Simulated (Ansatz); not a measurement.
Runs of Ansatz 0.2.0 on MnS. Symmetry: F-43m, No. 216, cubic system. Conventional cell: a = 4.947 Å, b = 4.947 Å, c = 4.947 Å, α = 90.00°, β = 90.00°, γ = 90.00°. Mn (site symmetry -43m) has 4 S at 2.14 Å as nearest neighbours. S (site symmetry -43m) is surrounded by 4 Mn at 2.14 Å. The cell is a database's computed one.

```csv
task,level,U,cell,cutoff (eV),smearing,gap on the mesh (eV),pressure (GPa),moment (μB),relaxed volume (Å³/atom)
single point,PBEsol+D4+U,Mn d U = 4.5 eV,as given,344,fermi-dirac 0.1 eV,none,49.7,4.60,-
single point,PBE,-,as given,344,gaussian 0.02 eV,none,2.9,0.22,-
single point,PBE,-,as given,344,gaussian 0.05 eV,none,2.9,0.24,-
relaxation of cell and atoms,PBE+D3(BJ),-,relaxed,-,fermi-dirac 0.05 eV,-,0.0,0.21,14.89
relaxation of cell and atoms,PBE,-,relaxed,-,fermi-dirac 0.05 eV,-,0.0,0.24,(a)
```

Alike in all rows: potentials or basis all-electron LAPW, scalar-relativistic; spin collinear, ferromagnetic start; k mesh 9 × 9 × 9; basis error allowed 0.001 eV/atom.

**Question.** Fill in the values left out.

**Answer.** (a) 15.45.

Caveats: the moment fell far below its start of 4 μB, so a state of higher moment may lie lower in energy (some runs); the starting moments weren't kept (some runs); semilocal functionals often make such compounds metallic where correlation or magnetic order opens a gap, which also shifts bond lengths (some runs); the magnetic state may not be the lowest (some runs); a pressure of tens of GPa on the cell as given is suspect, and the run, the potentials or the cell itself is likely at fault (some runs); U is the effective U less J, on atomic orbitals that reach past the spheres (some runs); a cell with one magnetic atom can't hold antiferromagnetic order, which such compounds often take (some runs).

A gap of «none» marks a metal or a gap under the smearing width.
